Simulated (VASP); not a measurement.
# GeSb2Te4 (R-3m) in VASP: equation of state, part 2 of 2

VASP 6.6.1. Earlier steps stand in the parts before.

### Step 5. Equation of state, PBEsol, 31.13 Å³/atom (volume scaled by 1.02)

The input, INCAR:

```
  PREC = Accurate
  ENCUT = 520
  EDIFF = 1E-7
  ISMEAR = -1
  SIGMA = 0.05
  LREAL = F
  LASPH = T
  NELM = 100
  ALGO = Normal
  ISIF = 2
  LWAVE = F
  LCHARG = F
  GGA = PS
  NBANDS = 33
  KPAR = 2
```

The input, KPOINTS:

```
Automatic mesh
0
Gamma
  7 7 7
```

The input, POSCAR:

```
GeSb2Te4
1.0
    2.1735893815      1.2549224145     13.3156448729
   -2.1735893815      1.2549224145     13.3156448729
    0.0000000000     -2.5098448290     13.3156448729
Te Sb Ge
4 2 1
Direct
    0.7089720000      0.7089720000      0.7089720000
    0.2910280000      0.2910280000      0.2910280000
    0.5696830000      0.5696830000      0.5696830000
    0.4303170000      0.4303170000      0.4303170000
    0.8594110000      0.8594110000      0.8594110000
    0.1405890000      0.1405890000      0.1405890000
    0.0000000000      0.0000000000      0.0000000000
```

Potentials or basis: VASP PAW PBE potentials, release 64 (Te, Sb, Ge_d).

Launch:

```sh
> cat potpaw_PBE.64/Te/POTCAR potpaw_PBE.64/Sb/POTCAR potpaw_PBE.64/Ge_d/POTCAR > POTCAR
> mpirun -np 2 vasp_std > vasp.out
```

OUTCAR:

```text
PREC = Accurate
   ENCUT = 520
   EDIFF = 1E-7
   ISMEAR = -1
   LREAL = F
   LASPH = T
   NELM = 100
   ISIF = 2
   GGA = PS

 Found     44 irreducible k-points:

 Following reciprocal coordinates:
            Coordinates               Weight
  0.000000  0.000000  0.000000      1.000000
  0.142857 -0.000000  0.000000      6.000000
  0.285714  0.000000  0.000000      6.000000
  0.428571  0.000000  0.000000      6.000000
  0.142857  0.142857  0.000000      6.000000
  0.285714  0.142857  0.000000     12.000000
   k-points           NKPTS =     44   k-points in BZ     NKDIM =     44   number of bands    NBANDS=     33
   number of dos      NEDOS =    301   number of ions     NIONS =      7
   total plane-waves  NPLWV = ******
   dimension x,y,z NGX =   108 NGY =  108 NGZ =  108
   dimension x,y,z NGXF=   216 NGYF=  216 NGZF=  216
   ions per type =               4   2   1
   NGX,Y,Z   is equivalent  to a cutoff of  13.25, 13.25, 13.25 a.u.
   NGXF,Y,Z  is equivalent  to a cutoff of  26.50, 26.50, 26.50 a.u.
 SYSTEM =  unknown system
   PREC   = accura    normal or accurate (medium, high low for compatibility)
   ISTART =      0    job   : 0-new  1-cont  2-samecut
   ICHARG =      2    charge: 1-file 2-atom 10-const
   ISPIN  =      1    spin polarized calculation?
   LNONCOLLINEAR =      F non collinear calculations
   LSORBIT =      F    spin-orbit coupling
   LASPH  =      T    aspherical Exc in radial PAW
   ENCUT  =  520.0 eV  38.22 Ry    6.18 a.u.  25.19 25.19 25.19*2*pi/ulx,y,z
   NELM   =    100;   NELMIN=  2; NELMDL= -5     # of ELM steps
   EDIFF  = 0.1E-06   stopping-criterion for ELM
   LREAL  =      F    real-space projection
   EDIFFG = 0.1E-05   stopping-criterion for IOM
   NSW    =      0    number of steps for IOM
   IBRION =     -1    ionic relax: 0-MD 1-quasi-New 2-CG
   NFREE  =      0    steps in history (QN), initial steepest desc. (CG)
   ISIF   =      2    stress and relaxation
   ISYM   =      2    0-nonsym 1-usesym 2-fastsym
   POTIM  = 0.5000    time-step for ionic-motion
   TEBEG  =    0.0;   TEEND  =   0.0 temperature during run
   PSTRESS=    0.0 pullay stress
   NELECT =      48.0000    total number of electrons
   NUPDOWN=      -1.0000    fix difference up-down
   EMIN   =  10.00;   EMAX   =-10.00  energy-range for DOS
   EFERMI =   0.00;   METHOD = LEGACY
   ISMEAR =    -1;   SIGMA  =   0.05  broadening in eV -4-tet -1-fermi 0-gaus
   EFERMI_NEDOS =   21; number of points for ismear=-14 and -15
   IALGO  =     38    algorithm
   IMIX   =      4    mixing-type and parameters
     AMIX     =   0.40;   BMIX     =  1.00
     AMIX_MAG =   1.60;   BMIX_MAG =  1.00
  volume/ion in A,a.u.               =      31.13       210.09
  Fermi-wavevector in a.u.,A,eV,Ry     =   0.988673  1.868321 13.299343  0.977474
  Thomas-Fermi vector in A             =   2.120217
   LORBIT       =      0    0 simple, 1 ext, 2 COOP (PROOUT), +10 PAW based schemes
   GGA     = PS    functional components
   LHFCALC =     F    Hartree Fock is set to
   AEXX    =    0.0000 exact exchange contribution
   IVDW    =     0    specifies the selected vdW correction
   LEPSILON=     F    determine dielectric tensor
   LRPA    =     F    only Hartree local field effects (RPA)
 non-spin polarized calculation
  energy-cutoff  :      520.00
  volume of cell :      217.93
 maximum number of plane-waves:      5894
 NGX is ok and might be reduce to   108
   NGX = 51   NGY = 51   NGZ = 51

 number of electron      48.0000003 magnetization

 Free energy of the ion-electron system (eV)
  ---------------------------------------------------
  ext. energy  EPLUGINS =         0.00000000
  ---------------------------------------------------
  free energy    TOTEN  =       -28.05758494 eV

  energy without entropy =      -28.04179574  energy(sigma->0) =      -28.04969034

 E-fermi :   6.0586     XC(G=0):  -9.5343

 val. band max:        6.0297981803   @ k =   0.2857   0.2857   0.2857
 cond. band min:       6.0594475441   @ k =  -0.4286  -0.4286   0.2857
 fundamental gap:      0.0296493638
 Fermi energy:         6.0586497941

 k-point     1 :       0.0000    0.0000    0.0000
  band No.  band energies     occupation
      1     -18.5161      2.00000
      2     -18.5161      2.00000
      3     -18.5125      2.00000
      4     -18.5102      2.00000
      5     -18.5102      2.00000
      6      -7.0852      2.00000
[... 25 lines left out ...]
     32       8.5492      0.00000
     33       8.5492      0.00000

 k-point     2 :       0.1429   -0.0000    0.0000
  band No.  band energies     occupation
      1     -18.5165      2.00000
      2     -18.5160      2.00000
      3     -18.5123      2.00000
      4     -18.5102      2.00000
      5     -18.5100      2.00000
      6      -6.9166      2.00000
[... 25 lines left out ...]
     32       8.5785      0.00000
     33       9.1699      0.00000

 k-point     3 :       0.2857    0.0000    0.0000
  band No.  band energies     occupation
      1     -18.5173      2.00000
      2     -18.5158      2.00000
      3     -18.5120      2.00000
      4     -18.5102      2.00000
      5     -18.5093      2.00000
      6      -6.4421      2.00000
[... 25 lines left out ...]
     32       9.3171      0.00000
     33       9.5746      0.00000

 k-point     4 :       0.4286    0.0000    0.0000
  band No.  band energies     occupation
      1     -18.5180      2.00000
      2     -18.5157      2.00000
      3     -18.5118      2.00000
      4     -18.5101      2.00000
      5     -18.5088      2.00000
      6      -5.8340      2.00000
[... 25 lines left out ...]
     32       9.7706      0.00000
     33      10.0121      0.00000

 k-point     5 :       0.1429    0.1429    0.0000
  band No.  band energies     occupation
      1     -18.5165      2.00000
      2     -18.5160      2.00000
      3     -18.5123      2.00000
      4     -18.5102      2.00000
      5     -18.5099      2.00000
      6      -6.9131      2.00000
[... 25 lines left out ...]
     32       8.5442      0.00000
     33       9.1173      0.00000

 k-point     6 :       0.2857    0.1429    0.0000
  band No.  band energies     occupation
      1     -18.5170      2.00000
      2     -18.5159      2.00000
      3     -18.5120      2.00000
      4     -18.5103      2.00000
      5     -18.5095      2.00000
      6      -6.5869      2.00000
[... 25 lines left out ...]
     32       9.5259      0.00000
     33       9.6578      0.00000

 [... further k-points ...]

------------------------ aborting loop because EDIFF is reached ----------------------------------------

  FORCE on cell =-STRESS in cart. coord.  units (eV):
  Direction    XX          YY          ZZ          XY          YZ          ZX
  --------------------------------------------------------------------------------------
  -------------------------------------------------------------------------------------
  Total       -4.5399268     -4.5399268     -5.0017341      0.0000000     -0.0000000      0.0000000
  in kB      -33.3773303    -33.3773303    -36.7725160      0.0000000     -0.0000000      0.0000000
  external PRESSURE =     -34.5090589 kB  Pullay stress =       0.0000000 kB

 VOLUME and BASIS-vectors are now :
 -----------------------------------------------------------------------------
  energy-cutoff  :      520.00
  volume of cell :      217.93
      direct lattice vectors                 reciprocal lattice vectors
     2.173589381  1.254922414 13.315644873     0.230034249  0.132810335  0.025033210
    -2.173589381  1.254922414 13.315644873    -0.230034249  0.132810335  0.025033210
     0.000000000 -2.509844829 13.315644873     0.000000000 -0.265620671  0.025033210

 POSITION                                       TOTAL-FORCE (eV/Angst)
 -----------------------------------------------------------------------------------
      0.00000      0.00000     28.32126         0.000000     -0.000000     -0.102928
      0.00000      0.00000     11.62568         0.000000      0.000000      0.102928
      0.00000      0.00000     22.75709         0.000000     -0.000000     -0.026250
      0.00000      0.00000     17.18985         0.000000      0.000000      0.026250
      0.00000      0.00000     34.33084         0.000000      0.000000      0.037026
      0.00000      0.00000      5.61610         0.000000     -0.000000     -0.037026
      0.00000      0.00000      0.00000         0.000000     -0.000000     -0.000000
 -----------------------------------------------------------------------------------
    total drift:                                0.000000      0.000000      0.000000

  FREE ENERGIE OF THE ION-ELECTRON SYSTEM (eV)
  ---------------------------------------------------
  free  energy   TOTEN  =       -28.0575849370 eV

  energy  without entropy=      -28.0417957448  energy(sigma->0) =      -28.04969034
```

Run time: 32 min. Hardware: 2 MPI ranks of Intel Xeon 6975P-C (Granite Rapids), shared host; peak memory 2.2 GiB.

What came out:

```
Free energy            : -28.0576 eV
Pressure               : -3.5 GPa
Largest force          : 0.103 eV/Å
Band gap on the k mesh : none (metal or under the smearing width)
```

Caveat: the PAW data sets were made with another functional, which shifts forces and pressure a little.

### Step 6. Equation of state, PBEsol, 31.74 Å³/atom (volume scaled by 1.04)

INCAR is that of step 5.

KPOINTS is that of step 5.

POSCAR, as its differences from that of step 5:

```diff
@@ -2,5 +2,5 @@
 1.0
-    2.1735893815      1.2549224145     13.3156448729
-   -2.1735893815      1.2549224145     13.3156448729
-    0.0000000000     -2.5098448290     13.3156448729
+    2.1877039937      1.2630714897     13.4021125221
+   -2.1877039937      1.2630714897     13.4021125221
+    0.0000000000     -2.5261429794     13.4021125221
 Te Sb Ge
```

Potentials or basis: VASP PAW PBE potentials, release 64 (Te, Sb, Ge_d).

Launch:

```sh
> cat potpaw_PBE.64/Te/POTCAR potpaw_PBE.64/Sb/POTCAR potpaw_PBE.64/Ge_d/POTCAR > POTCAR
> mpirun -np 2 vasp_std > vasp.out
```

It took 33 min on 2 MPI ranks of Intel Xeon 6975P-C (Granite Rapids), shared host; peak memory 2.2 GiB.

It converged, with:

```
Free energy            : -27.9553 eV
Pressure               : -4.2 GPa
Largest force          : 0.106 eV/Å
Band gap on the k mesh : none (metal or under the smearing width)
```

Caveat: the PAW data sets were made with another functional, which shifts forces and pressure a little.

### Step 7. Equation of state, PBEsol

No new run: the results of the series are fitted here.

What came out:

```yaml
Equilibrium_volume: 29.06 Å³/atom
Bulk_modulus_at_fixed_shape_and_positions: 58 GPa
Pressure_derivative_of_the_bulk_modulus: 4.6
```

Energy against volume, from the lowest point:
| volume (Å³/atom) | energy (meV/atom) |
| --- | --- |
| 28.690 | 0.49 |
| 29.301 | 0.00 |
| 29.911 | 3.98 |
| 30.522 | 11.93 |
| 31.132 | 23.41 |
| 31.743 | 38.03 |

Caveat: the cell was scaled at fixed shape and fractional positions, which overstates the stiffness of a crystal with free parameters, most of all of layers and chains; the PAW data sets were made with another functional, which shifts forces and pressure a little. Spin-orbit coupling is left out, which matters for the levels of Sb, Te.
